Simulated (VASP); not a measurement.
# CaS (Fm-3m) in VASP: notebook, part 2 of 3

VASP 6.6.1.

## (3) Relaxation of cell and atoms, PBEsol

INCAR

```
SYSTEM = CaS
PREC     = Accurate       ! precision mode
ENCUT    = 600            ! plane-wave cutoff, eV
EDIFF    = 1E-7           ! SCF threshold, eV
ISMEAR   = 0              ! smearing method
SIGMA    = 0.02           ! smearing width, eV
LREAL    = .FALSE.        ! projectors in reciprocal space
LASPH    = .TRUE.         ! aspherical terms in the spheres
NELM     = 100            ! most SCF steps
ALGO     = Normal         ! electronic algorithm
ISIF     = 3              ! what is computed and relaxed
LWAVE    = .FALSE.        ! write WAVECAR
LCHARG   = .FALSE.        ! write CHGCAR
GGA      = PS             ! functional
IBRION   = 2              ! ionic algorithm
NSW      = 90             ! ionic steps
EDIFFG   = -0.005         ! ionic threshold
```

KPOINTS

```
Automatic mesh
0
G
  4 4 4
  0 0 0
```

POSCAR

```
CaS
1.0
    0.0000000000      2.8523742900      2.8523742900
    2.8523742900      0.0000000000      2.8523742900
    2.8523742900      2.8523742900      0.0000000000
Ca S
1 1
Direct
    0.0000000000      0.0000000000      0.0000000000
    0.5000000000      0.5000000000      0.5000000000
```

Potentials or basis: VASP PAW PBE potentials, release 64 (Ca_sv, S).

Run with:

```sh
> cat potpaw_PBE.64/Ca_sv/POTCAR potpaw_PBE.64/S/POTCAR > POTCAR
> mpirun -np 1 vasp_std > vasp.out
```

OUTCAR:

```text
SYSTEM = CaS
   PREC = Accurate
   ENCUT = 600
   EDIFF = 1E-7
   ISMEAR = 0
   LREAL = .FALSE.
   LASPH = .TRUE.
   NELM = 100
   ISIF = 3
   GGA = PS
   IBRION = 2
   NSW = 90
   EDIFFG = -0.005

 ion  position               nearest neighbor table
   1  0.000  0.000  0.000-   2 2.85   2 2.85   2 2.85   2 2.85   2 2.85   2 2.85
   2  0.500  0.500  0.500-   1 2.85   1 2.85   1 2.85   1 2.85   1 2.85   1 2.85

  LATTYP: Found a face centered cubic cell.
 ALAT       =     5.7047485800

  Lattice vectors:

 A1 = (   0.0000000000,   2.8523742900,   2.8523742900)
 A2 = (   2.8523742900,   0.0000000000,   2.8523742900)
 A3 = (   2.8523742900,   2.8523742900,   0.0000000000)

Analysis of symmetry for initial positions (statically):
=====================================================================
 Subroutine PRICEL returns:
 Original cell was already a primitive cell.

 Routine SETGRP: Setting up the symmetry group for a
 face centered cubic supercell.

 Subroutine GETGRP returns: Found 48 space group operations
 (whereof 48 operations were pure point group operations)
 out of a pool of 48 trial point group operations.

The static configuration has the point symmetry O_h .

Analysis of symmetry for dynamics (positions and initial velocities):
=====================================================================
 Subroutine PRICEL returns:
 Original cell was already a primitive cell.

 Routine SETGRP: Setting up the symmetry group for a
 face centered cubic supercell.

 Subroutine GETGRP returns: Found 48 space group operations
 (whereof 48 operations were pure point group operations)
 out of a pool of 48 trial point group operations.

The dynamic configuration has the point symmetry O_h .

 Subroutine INISYM returns: Found 48 space group operations
 (whereof 48 operations are pure point group operations),
 and found     1 'primitive' translations

----------------------------------------------------------------------------------------
[... 91 lines left out ...]
   ISMEAR =     0;   SIGMA  =   0.02  broadening in eV -4-tet -1-fermi 0-gaus
   EFERMI_NEDOS =   21; number of points for ismear=-14 and -15
   IALGO  =     38    algorithm
   IMIX   =      4    mixing-type and parameters
     AMIX     =   0.40;   BMIX     =  1.00
     AMIX_MAG =   1.60;   BMIX_MAG =  1.00
  volume/ion in A,a.u.               =      23.21       156.61
  Fermi-wavevector in a.u.,A,eV,Ry     =   1.147885  2.169188 17.927575  1.317640
  Thomas-Fermi vector in A             =   2.284563
   LORBIT       =      0    0 simple, 1 ext, 2 COOP (PROOUT), +10 PAW based schemes
   GGA     = PS    functional components
   LHFCALC =     F    Hartree Fock is set to
   AEXX    =    0.0000 exact exchange contribution
   IVDW    =     0    specifies the selected vdW correction
   LEPSILON=     F    determine dielectric tensor
   LRPA    =     F    only Hartree local field effects (RPA)
 conjugate gradient relaxation of ions
 non-spin polarized calculation
 Gauss-broadening in eV      SIGMA  =   0.02
  energy-cutoff  :      600.00
  volume of cell :       46.41
 maximum number of plane-waves:      1572
   NGX = 17   NGY = 17   NGZ = 17

--------------------------------------- Ionic step        1  -------------------------------------------

 number of electron      16.0000000 magnetization

 Free energy of the ion-electron system (eV)
  ---------------------------------------------------
  ext. energy  EPLUGINS =         0.00000000
  ---------------------------------------------------
  free energy    TOTEN  =       -10.89547168 eV

  energy without entropy =      -10.89547168  energy(sigma->0) =      -10.89547168

------------------------ aborting loop because EDIFF is reached ----------------------------------------

  FORCE on cell =-STRESS in cart. coord.  units (eV):
  Direction    XX          YY          ZZ          XY          YZ          ZX
  --------------------------------------------------------------------------------------
  -------------------------------------------------------------------------------------
  Total       -0.5322608     -0.5322608     -0.5322608      0.0000000     -0.0000000     -0.0000000
  in kB      -18.3732304    -18.3732304    -18.3732304      0.0000000     -0.0000000     -0.0000000
  external PRESSURE =     -18.3732304 kB  Pullay stress =       0.0000000 kB
[... 59 lines left out ...]
--------------------------------------- Ionic step        3  -------------------------------------------

 number of electron      15.9999999 magnetization

 Free energy of the ion-electron system (eV)
  ---------------------------------------------------
  ext. energy  EPLUGINS =         0.00000000
  ---------------------------------------------------
  free energy    TOTEN  =       -10.90403909 eV

  energy without entropy =      -10.90403909  energy(sigma->0) =      -10.90403909

 E-fermi :   2.9944     XC(G=0):  -9.6197

 val. band max:        2.8532706344   @ k =   0.0000   0.0000   0.0000
 cond. band min:       5.0107630196   @ k =   0.5000   0.5000   0.0000
 fundamental gap:      2.1574923852
 Fermi energy:         2.9944166975

 k-point     1 :       0.0000    0.0000    0.0000
  band No.  band energies     occupation
      1     -36.0674      2.00000
      2     -17.1332      2.00000
      3     -17.1332      2.00000
      4     -17.1332      2.00000
      5      -8.5664      2.00000
      6       2.8533      2.00000
      7       2.8533      2.00000
      8       2.8533      2.00000
      9       6.9194      0.00000
     10       6.9194      0.00000
     11       6.9194      0.00000
     12       6.9840      0.00000
[... 132 lines left out ...]
  FREE ENERGIE OF THE ION-ELECTRON SYSTEM (eV)
  ---------------------------------------------------
  free  energy   TOTEN  =       -10.9040390948 eV

  energy  without entropy=      -10.9040390948  energy(sigma->0) =      -10.90403909

 reached required accuracy - stopping structural energy minimisation
```

CONTCAR:

```text
CaS
   1.00000000000000
     0.0000000000000000    2.8222423487742714    2.8222423487742714
     2.8222423487742714   -0.0000000000000000    2.8222423487742714
     2.8222423487742714    2.8222423487742714   -0.0000000000000000
  Ca              S
     1     1
Direct
     0.0000000000000000    0.0000000000000000    0.0000000000000000
     0.5000000000000000    0.5000000000000000    0.5000000000000000

  0.00000000E+00  0.00000000E+00  0.00000000E+00
  0.00000000E+00  0.00000000E+00  0.00000000E+00
```

Wall time 15 s (1 thread of Intel Xeon Platinum 8488C (Sapphire Rapids), shared host); peak memory 0.18 GiB.

What came out:

```
Free energy                            : -10.9040 eV
Relaxed volume                         : 22.48 Å³/atom
Relaxed cell                           : a = 3.991 Å, b = 3.991 Å, c = 3.991 Å, α = 60.00°, β = 60.00°, γ = 60.00°
Space group after relaxing (to 0.05 Å) : Fm-3m (No. 225)
Energy gained by relaxing              : 4.3 meV/atom
Ionic steps                            : 3
Pressure after relaxing                : 0.0 GPa
Band gap on the k mesh                 : 2.16 eV, indirect (least direct gap 3.00 eV)
```

Step by step:
```tsv
step	energy change (eV)	largest force (eV/Å)	pressure (GPa)	volume (Å³)
1	0.0000	0.0000	-1.84	46.41
2	-0.0081	0.0000	0.43	44.65
3	-0.0086	0.0000	0.00	44.96
```

Final structure:
```xyz
2
Lattice="0.0000 2.8222 2.8222 2.8222 0.0000 2.8222 2.8222 2.8222 0.0000" Properties=species:S:1:pos:R:3 pbc="T T T"
Ca    0.0000    0.0000    0.0000
S     2.8222    2.8222    2.8222
```

Levels at points of the mesh, in eV from the valence-band top:
```csv
k point,band 5,band 6,band 7,band 8,band 9,band 10,band 11,band 12
"(0.00, 0.00, 0.00)",-11.42,0.00,0.00,0.00,4.07,4.07,4.07,4.13
"(0.50, 0.00, 0.00)",-10.53,-3.26,-1.24,-1.24,5.10,6.09,6.23,6.23
"(0.50, 0.50, 0.00)",-10.75,-2.38,-0.84,-0.84,2.16,5.62,6.01,6.88
```

Caveat: the k mesh is coarse (spacing up to 0.48 Å⁻¹), so the values aren't converged; the PAW data sets were made with another functional, which shifts forces and pressure a little. A hybrid or GW would open this gap; PBEsol tends to underestimate it.

## (4) Single point, PBEsol

INCAR

```
ALGO = Normal
EDIFF = 1E-6
ENCUT = 520
GGA = PS
ISIF = 2
ISMEAR = 0
LASPH = True
LCHARG = False
LREAL = False
LWAVE = False
NELM = 100
PREC = Accurate
SIGMA = 0.02
```

KPOINTS

```
k-points
0
Gamma
  8 8 8
```

POSCAR is that of step 3.

Run with:

```sh
> cat potpaw_PBE.64/Ca_sv/POTCAR potpaw_PBE.64/S/POTCAR > POTCAR
> mpirun -np 1 vasp_std > vasp.out
```

Wall time 13 s (1 thread of Intel Xeon Platinum 8488C (Sapphire Rapids), shared host); peak memory 0.17 GiB.

It converged, with:

```
Free energy            : -10.9070 eV
Pressure               : -2.0 GPa
Band gap on the k mesh : 2.25 eV, indirect (least direct gap 3.06 eV)
```

Levels at points of the mesh, in eV from the valence-band top:
```
           k point  band 6  band 7  band 8  band 9  band 10  band 11
(0.00, 0.00, 0.00)    0.00    0.00    0.00    3.94     4.09     4.09
(0.50, 0.00, 0.00)   -3.14   -1.17   -1.17    5.04     6.00     6.15
(0.50, 0.50, 0.00)   -2.31   -0.82   -0.82    2.25     5.57     5.86
```

Caveat: the PAW data sets were made with another functional, which shifts forces and pressure a little. A k mesh can miss the band edges.

## (5) Relaxation of cell and atoms, PBEsol

INCAR

```
SYSTEM = CaS
PREC     = Accurate       ! precision mode
ENCUT    = 580            ! plane-wave cutoff, eV
EDIFF    = 1E-7           ! SCF threshold, eV
ISMEAR   = 0              ! smearing method
SIGMA    = 0.02           ! smearing width, eV
LREAL    = .FALSE.        ! projectors in reciprocal space
LASPH    = .TRUE.         ! aspherical terms in the spheres
NELM     = 100            ! most SCF steps
ALGO     = Normal         ! electronic algorithm
ISIF     = 3              ! what is computed and relaxed
LWAVE    = .FALSE.        ! write WAVECAR
LCHARG   = .FALSE.        ! write CHGCAR
GGA      = PS             ! functional
IBRION   = 2              ! ionic algorithm
NSW      = 90             ! ionic steps
EDIFFG   = -0.005         ! ionic threshold
```

KPOINTS

```
Automatic mesh
0
G
  8 8 8
  0 0 0
```

POSCAR is that of step 4.

Potentials or basis: VASP PAW PBE potentials, release 64 (Ca_pv, S).

Run with:

```sh
> cat potpaw_PBE.64/Ca_pv/POTCAR potpaw_PBE.64/S/POTCAR > POTCAR
> mpirun -np 1 vasp_std > vasp.out
```

Wall time 27 s (1 thread of Intel Xeon Platinum 8488C (Sapphire Rapids), shared host); peak memory 0.19 GiB.

It converged, with:

```yaml
Free_energy: -10.9264 eV
Relaxed_volume: 22.35 Å³/atom
Relaxed_cell: a = 3.983 Å, b = 3.983 Å, c = 3.983 Å, α = 60.00°, β = 60.00°, γ = 60.00°
Space_group_after_relaxing_to_0.05_Å: Fm-3m (No. 225)
Energy_gained_by_relaxing: 6.0 meV/atom
Ionic_steps: 3
Pressure_after_relaxing: 0.0 GPa
Band_gap_on_the_k_mesh: 2.16 eV, indirect (least direct gap 3.01 eV)
```

The path:
| step | energy change (eV) | largest force (eV/Å) | pressure (GPa) | volume (Å³) |
| --- | --- | --- | --- | --- |
| 1 | 0.0000 | 0.0000 | -2.16 | 46.41 |
| 2 | -0.0114 | 0.0000 | 0.50 | 44.34 |
| 3 | -0.0120 | 0.0000 | 0.01 | 44.69 |

Final structure:
```
Ca S
1.0
     0.00000    2.81667    2.81667
     2.81667    0.00000    2.81667
     2.81667    2.81667    0.00000
Ca S
1 1
Direct
  0.00000 0.00000 0.00000
  0.50000 0.50000 0.50000
```

Levels at points of the mesh, in eV from the valence-band top:
```tsv
k point	band 4	band 5	band 6	band 7	band 8	band 9	band 10	band 11
(0.00, 0.00, 0.00)	-11.45	0.00	0.00	0.00	4.09	4.09	4.09	4.17
(0.50, 0.00, 0.00)	-10.54	-3.28	-1.24	-1.24	5.11	6.14	6.28	6.28
(0.50, 0.50, 0.00)	-10.77	-2.41	-0.85	-0.85	2.16	5.66	6.05	6.93
```

Caveat: the PAW data sets were made with another functional, which shifts forces and pressure a little.

(Continued in part 3 of 3.)
